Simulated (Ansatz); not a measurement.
# Phonons of BN (P6_3/mmc) against volume, part 2 of 4

Aim: how do the optical modes of BN (P6_3/mmc) move with volume?

Ansatz 0.2.0; DFT PBEsol+D3(BJ), scalar-relativistic, plane waves, PAW; PAW set soft_1.

So far. Step 3 (Tight relaxation): The forces vanish by symmetry and the pressure is -0.006 GPa, within the tolerances set. The cell now holds 8.68 Å³/atom.

The database entry behind the starting cell differs from later determinations by our own check (about 0.3 % short, minor phase), so it need not match the best structure at ambient conditions.

### Step 4. Zone-centre response at rest

The modes at rest are the reference of the series, and the response to a field gives the dielectric tensor and the Born charges.

File input.yaml:

```yaml
crystal:
  lattice:
    - [2.4998509129, 0.0, 0.0]
    - [-1.2499254564, 2.1649343962, 0.0]
    - [0.0, 0.0, 6.4128579954]
  atoms:
    - { symbol: B, position: [0.3333333333, 0.6666666667, 0.25] }
    - { symbol: B, position: [0.6666666667, 0.3333333333, 0.75] }
    - { symbol: "N", position: [0.3333333333, 0.6666666667, 0.75] }
    - { symbol: "N", position: [0.6666666667, 0.3333333333, 0.25] }
kpoints:
  mp_grid: { grid: [12, 12, 4] }
hamiltonian:
  xc: pbesol
  dispersion: d3bj
  pseudopotentials: { kind: paw, azcp: { folder: soft_1 }, xc_functional: pbe }
scf:
  occupations: { method: fixed }
output:
  eigenvalues: true
phonons:
  method: dfpt
  dielectric: true
  rigid_motions: translations
  raman: true
```

Command:

```bash
ansatz run input.yaml --threads 4 --pin off --max-ram 16384MiB --backend cpu --events-out ev --progress --plain --runs-dir out
```

Numbers of over 12 decimals in the logs are rounded to 6 here.

Output:

```text
[...]
Crystal: 4 atoms, lattice volume = 34.706 Å³
Basis set: ecut = 420 eV, 663 PW (Γ), exchange–correlation on 36×36×96 points (8 copies of the dense FFT grid, shifted against one another)
Bands: 12, of which v1, the nominal top of the filled ones, is band 8 counted from 1 (7 counted from 0)
Symmetry: 24 space group operations
k-points: 164 of 576 (irreducible under 2 space group operations, time reversal used)
[...]
SCF iter   1: F=—  HF=-1070.491124 eV  |F-HF|=—  |Δ(HF+E_count)|=         —  Δρ=1.44e-1  dr2=7.01e0  ethr=3.10e-3  ⟨swp⟩=5.0  Hψ=10438  notcnv=0  defer=218
[...]
SCF iter   9: F=-1067.974140 eV  HF=-1067.974140 eV  |F-HF|=0.00e0  |Δ(HF+E_count)|=  7.73e-12  Δρ=2.10e-8  dr2=1.09e-13  ethr=1.00e-12  ⟨swp⟩=4.0  Hψ=9197  notcnv=0
SCF 1 converged in 9 iterations: F = -1067.974140 eV  dr2 = 1.09e-13
[...]
DFPT response loops at Γ: preconditioner auto → Resta (q_TF=auto, 2.398 Å⁻¹)  ε∞=3.8 (no band partly filled); β = 1.00, the filter's whole step (`scf.mixing.beta` (0.50) is not read by the response loops at its default; to damp them type it under 1.00, their step now; it binds the ground state too); Broyden in place of MSR1
── the response to a field inside a basis, on 20×20×8 k-points: an SCF that follows is theirs, and a resumed run solves both again ──
Bands: 9, of which v1, the nominal top of the filled ones, is band 8 counted from 1 (7 counted from 0)
k-points: 440 of 3200 (irreducible under 8 space group operations)
[...]
Eigensolver: Dense (440 Hₖ)
SCF iter   1: F=—  HF=-1067.975776 eV  |F-HF|=—  |Δ(HF+E_count)|=         —  Δρ=2.70e-4  dr2=3.29e-6  ethr=1.00e-1
[...]
SCF iter   5: F=-1067.975779 eV  HF=-1067.975779 eV  |F-HF|=5.00e-12  |Δ(HF+E_count)|=  7.08e-10  Δρ=3.01e-7  dr2=1.05e-11  ethr=8.97e-12
SCF 1 converged in 5 iterations: F = -1067.975779 eV  dr2 = 1.05e-11
[...]
SCF converged after 9 iterations
Free energy (F): -1067.974140 eV
[...]
Internal energy: -1067.974140 eV  (E = F + TS)
E sigma→0 (E₀):  -1067.974140 eV
Fermi energy:    5.087989 eV
[...]
--- Band table (eV; the first three rows and the last of 164) ---
  k-point 0: bands = [... 4 lower, 3.7521, 3.7521, 3.8055, 3.8055, 10.3431, 15.6684, 16.6003, 16.6003]
  k-point 1: bands = [... 4 lower, 3.7598, 3.7598, 3.7971, 3.7971, 11.1327, 14.8041, 16.6238, 16.6238]
  k-point 2: bands = [... 4 lower, 3.7786, 3.7786, 3.7786, 3.7786, 12.9487, 12.9487, 16.6820, 16.6820]
  k-point 163: bands = [... 4 lower, -0.8090, -0.8090, 3.8951, 3.8951, 10.7068, 10.7068, 17.1464, 17.1464]
--- Phonons (Γ-DFPT): 4 representative perturbations + reference, on 164 of 576 k-points (Σ response iterations 12) ---
  k mesh reduced under 2 symmetry operations, with k and −k counted as one. Each operation leaves every solved perturbation unchanged. A smaller set is not considered because the run solves the response to a homogeneous field
  ASR residual: 1.024e-5 → 0.000e0 eV/Å²; symmetrization residual: 8.943e-7 eV/Å²
  pairwise dispersion correction: d3bj (s6 = 1.0, s8 = 2.9491, a1 = 0.4466, a2_bohr = 6.1742), with the weights of each atom's references fixed at the reference crystal's, and the forces and stress that the weights' published response gives there kept as a pressure on the atom's counted neighbours (hamiltonian.dispersion)
  ASR residual per site (eV/Å²): 3.38e-6 3.38e-6 1.02e-5 1.02e-5
  Γ frequencies (cm⁻¹): 0.00 0.00 0.00 54.10 54.10 129.98 730.13 789.97 1370.38 1370.38 1370.50 1370.50
  ε∞ (high-frequency dielectric tensor):
        4.920377    -0.000000     0.000000
       -0.000000     4.920377     0.000000
        0.000000     0.000000     2.921771
  ε⁰ (static dielectric tensor: ions relaxed, cell fixed):
        6.743275    -0.000000     0.000000
       -0.000000     6.743275    -0.000000
        0.000000    -0.000000     3.518165
  ε⁰ − ε∞ (ionic part):
        1.822897    -0.000000     0.000000
       -0.000000     1.822897    -0.000000
        0.000000    -0.000000     0.596394
  softest optical mode at Γ: 54.10 cm⁻¹; the repairs (sum rule, projections) moved no ω² at Γ by more than (0.68 cm⁻¹)²
  Born effective charges Z* (e; rows j = field, columns β = displacement):
    site 0:
         2.71401   -0.00000    0.00000
        -0.00000    2.71401    0.00000
         0.00000    0.00000    0.82710
    site 1:
         2.71401   -0.00000    0.00000
        -0.00000    2.71401    0.00000
         0.00000    0.00000    0.82710
    site 2:
        -2.71401    0.00000    0.00000
         0.00000   -2.71401    0.00000
         0.00000    0.00000   -0.82710
    site 3:
        -2.71401    0.00000    0.00000
         0.00000   -2.71401    0.00000
         0.00000    0.00000   -0.82710
  Z* charge neutrality: 7.907e-6 e pre-enforcement
  k-mesh period / interband length: 25.7 Å / 1.17 Å = 21.92 at k = (0.0000, 0.0000, 0.0000), direct gap 6.538 eV — 14 or more, which is no proof of convergence
  Raman tensors (in the event stream and the table raman_tensors.tsv): an entry may err by 1.2e-3 Å², one of the second-order susceptibility by 1.0e-20 pm/V (basis, points and sum rule); their sum over the sites missed zero by 4.441e-15 Å² ahead of its enforcement
  optical modes at Γ without the LO–TO term, one row a degenerate level:
      ω (cm⁻¹)  modes    IR ((D/Å)²/amu)  static Raman (Å⁴/amu)  depolarisation
         54.10      2             0.0000                 0.1156           0.750
        129.98      1             0.0000                 0.0000               —
        730.13      1             5.1736                 0.0000               —
        789.97      1             0.0000                 0.0000               —
       1370.38      2           111.4099                 0.0000               —
       1370.50      2             0.0000               686.3865           0.750
  optical modes at Γ + LO–TO along q̂ = [1.0000, 0.0000, 0.0000]:
      ω (cm⁻¹)  modes    IR ((D/Å)²/amu)  static Raman (Å⁴/amu)  depolarisation
         54.10      2             0.0000                 0.1156           0.750
        129.98      1             0.0000                 0.0000               —
        730.13      1             5.1736                 0.0000               —
        789.97      1             0.0000                 0.0000               —
       1370.38      1            55.7049                 0.0000               —
       1370.50      2             0.0000               686.3865           0.750
       1604.27      1            55.7049                 0.0000               —
  optical modes at Γ + LO–TO along q̂ = [0.0000, 1.0000, 0.0000]:
      ω (cm⁻¹)  modes    IR ((D/Å)²/amu)  static Raman (Å⁴/amu)  depolarisation
         54.10      2             0.0000                 0.1156           0.750
        129.98      1             0.0000                 0.0000               —
        730.13      1             5.1736                 0.0000               —
        789.97      1             0.0000                 0.0000               —
       1370.38      1            55.7049                 0.0000               —
       1370.50      2             0.0000               686.3865           0.750
       1604.27      1            55.7049                 0.0000               —
  optical modes at Γ + LO–TO along q̂ = [0.0000, 0.0000, 1.0000]:
      ω (cm⁻¹)  modes    IR ((D/Å)²/amu)  static Raman (Å⁴/amu)  depolarisation
         54.10      2             0.0000                 0.1156           0.750
        129.98      1             0.0000                 0.0000               —
        789.97      1             0.0000                 0.0000               —
        801.19      1             5.1736                 0.0000               —
       1370.38      2           111.4099                 0.0000               —
       1370.50      2             0.0000               686.3865           0.750
```

It took 3.6 min on 4 threads of Arm Neoverse V2, shared host; peak memory 2.4 GiB; 14 min of CPU time.

This step gave:

| Property | Result |
| --- | --- |
| sum-rule residual before enforcement | 1.02e-5 eV/Å² |
| miss of the charge sum rule | 7.91e-6 e |
| point group | 6/mmm |
| highest optical mode at the zone centre (no LO-TO term) | 1370 cm⁻¹ |
| lowest optical zone-centre mode | 54.1 cm⁻¹ |
| mean high-frequency dielectric constant | 4.254 |
| largest Born charge (third of the trace) | 2.085 e |
| mean static dielectric constant | 5.668 |
| top of the zone-centre spectrum with the field | 1604 cm⁻¹ |

Without the LO-TO term. Patterns of degenerate modes are one choice out of their space. Modes at Γ, with each element's share of the kinetic energy:

```
mode  frequency (cm⁻¹)  symmetry  B %  N %
   1               0.0  acoustic   44   56
   2               0.0  acoustic   44   56
   3               0.0  acoustic   44   56
   4              54.1       E2g   44   56
   5              54.1       E2g   44   56
   6             130.0       B1g   44   56
   7             730.1       A2u   56   44
   8             790.0       B1g   56   44
   9            1370.4       E1u   56   44
  10            1370.4       E1u   56   44
  11            1370.5       E2g   56   44
  12            1370.5       E2g   56   44
```

Displacements in mode 4 (54.1 cm⁻¹), the largest set to 1:
```
B1   1.00 -0.09  0.00
B2  -1.00  0.09  0.00
N3  -1.00  0.08  0.00
N4   1.00 -0.08  0.00
```

Displacements in mode 11 (1370.5 cm⁻¹), the largest set to 1:
```
B1   1.00  0.00  0.00
B2  -1.00  0.00  0.00
N3   0.77  0.00  0.00
N4  -0.77  0.00  0.00
```

Optical modes at the zone centre, without and with the macroscopic field of the longitudinal modes; each column is sorted by frequency, so a row need not hold one and the same mode. Modes with and without the field, by row:

```
rank among optical modes  no field (cm⁻¹)  q along (1, 0, 0) (cm⁻¹)  q along (0, 0, 1) (cm⁻¹)
                       1             54.1                      54.1                      54.1
                       2             54.1                      54.1                      54.1
                       3              130                       130                       130
                       4            730.1                     730.1                       790
                       5              790                       790                     801.2
                       6             1370                      1370                      1370
                       7             1370                      1370                      1370
                       8             1370                      1370                      1370
                       9             1370                      1604                      1370
```

Born charge (rows field, columns displacement) (e), principal values of the symmetric part by kind of site:

```
atom  atoms with these values    low  middle   high   mean
  B1                        2   0.83    2.71   2.71   2.09
  N3                        2  -2.71   -2.71  -0.83  -2.09
```

In full for B1:

```
2.71 0.00 0.00
0.00 2.71 0.00
0.00 0.00 0.83
```

High-frequency dielectric tensor:

```
4.92 0.00 0.00
0.00 4.92 0.00
0.00 0.00 2.92
```

Static dielectric tensor (ions relaxed, fixed cell):

```
6.74 0.00 0.00
0.00 6.74 0.00
0.00 0.00 3.52
```

Transverse modes. Infrared lines, with heights relative to the strongest:

```
position (cm⁻¹)  lines merged  relative intensity
             54             1                 0.0
            130             1                 0.0
            730             1                 4.6
            790             1                 0.0
           1370             2                 100
```

Activity x (w_L - w)^4 (n + 1)/w, 532 nm, 300 K; modes without the macroscopic field alone. Raman lines, with heights relative to the strongest:

```
position (cm⁻¹)  lines merged  relative intensity
             54             1                 2.5
            130             1                 0.0
            730             1                 0.0
            790             1                 0.0
           1370             2                 100
```

Before it was imposed, the acoustic sum rule was missed by 1.0e-5 eV/Å² and the charge sum rule by 7.9e-6 e. Small misses are needed for a sound result but don't prove that mesh and cutoff are converged. The lowest optical mode is real, 54.1 cm⁻¹.

### Step 5. Relaxation of a member: 1.06 times the volume at rest

The cell is set to 1.06 times the volume at rest, and shape and atoms relax at that volume.

input.yaml, the sections that differ from step 4:

```yaml
crystal:
  lattice:
    - [2.5180052752, 0.0, 0.0]
    - [-1.2590026376, 2.1806565352, 0.0]
    - [0.0, 0.0, 6.6999634697]
  atoms:
    - { symbol: B, position: [0.3333333333, 0.6666666667, 0.25] }
    - { symbol: B, position: [0.6666666667, 0.3333333333, 0.75] }
    - { symbol: "N", position: [0.3333333333, 0.6666666667, 0.75] }
    - { symbol: "N", position: [0.6666666667, 0.3333333333, 0.25] }
output:
  forces: true
  stress: true
  eigenvalues: true
relax:
  adjacent_minimum: "off"
  f_tol: 0.001
  max_steps: 60
  cell: { stress_tol: 0.01, fix: [volume] }
# kpoints, hamiltonian, scf: as in step 4
# phonons: removed
```

Output:

```text
[...]
Crystal: 4 atoms, lattice volume = 36.789 Å³
Basis set: ecut = 420 eV, 713 PW (Γ), exchange–correlation on 36×36×90 points (8 copies of the dense FFT grid, shifted against one another)
Bands: 12, of which v1, the nominal top of the filled ones, is band 8 counted from 1 (7 counted from 0)
Symmetry: 24 space group operations
[...]
k-points: 57 of 576
[...]
--- Relaxed structure (6 steps of the walk, 6 accepted, 2 SCFs on fresh bases) ---
[...]
cell:  # Å, volume = 36.7889 Å³
    - [2.502875, 0.0, 0.0]
    - [-1.251437, 2.167553, 0.0]
    - [0.0, 0.0, 6.781215]
  atoms:
    - { symbol: B, position: [0.333333, 0.666667, 0.250000] }
    - { symbol: B, position: [0.666667, 0.333333, 0.75] }
    - { symbol: N, position: [0.333333, 0.666667, 0.75] }
    - { symbol: N, position: [0.666667, 0.333333, 0.250000] }
[key lines of the parts left out:]
SCF converged after 5 iterations
Free energy (F): -1067.964600 eV
Fermi energy:    4.441298 eV
P = ⅓ Tr σ = -1.3112 GPa (-13.112 kbar)
```

It took 3.5 s on 4 threads; peak memory 0.31 GiB.

Relaxation path:

```
step  energy less that of the first step (eV)  largest force component (eV/Å)  pressure (GPa)  volume (Å³)
   1                                   0.0000                          0.0000           -5.44        36.79
   2                                  -0.0076                          0.0000           -2.91        36.79
   3                                  -0.0088                          0.0000           -1.38        36.79
   4                                  -0.0088                          0.0000           -1.39        36.79
  5*                                  -0.0090                          0.0000           -1.38        36.79
   6                                  -0.0090                          0.0000           -1.33        36.79
   7                                  -0.0090                          0.0000           -1.31        36.79
  8*                                  -0.0090                          0.0000           -1.31        36.79
```

Relaxation steps marked * repeat the geometry before them on a plane-wave basis chosen anew for their cell, so energy and pressure can jump there.

The run keeps the 24 symmetry operations that it works with, so distortions that break them were not tested.

```
conventional cell, symmetrised  before  after  change
                         a (Å)   2.518  2.503  -0.6 %
                         b (Å)   2.518  2.503  -0.6 %
                         c (Å)   6.700  6.781  +1.2 %
              volume (Å³/atom)    9.20   9.20  +0.0 %
```

The relaxed structure:

```xyz
4
Lattice="2.5029 0.0000 0.0000 -1.2514 2.1676 0.0000 0.0000 0.0000 6.7812" Properties=species:S:1:pos:R:3 pbc="T T T"
B     0.0000    1.4450    1.6953
B     1.2514    0.7225    5.0859
N     0.0000    1.4450    5.0859
N     1.2514    0.7225    1.6953
```

This step gave:

```yaml
pressure: -1.311 GPa
gap_on_the_k_mesh: 4.211 eV
volume_per_atom: 9.197 Å³
```

The forces vanish by symmetry, at a pressure of -1.31 GPa.

(Continued in part 3 of 4.)

[Logs are printed without paths, hosts, clocks, repeated set-up lines and the standing remarks that a program may print on its own settings, such as how far it seeks lower states.]

[Hosts, paths, dates, database ids (printed as entryN), source tags and the programs' standing remarks are cut or masked in the printed files.]
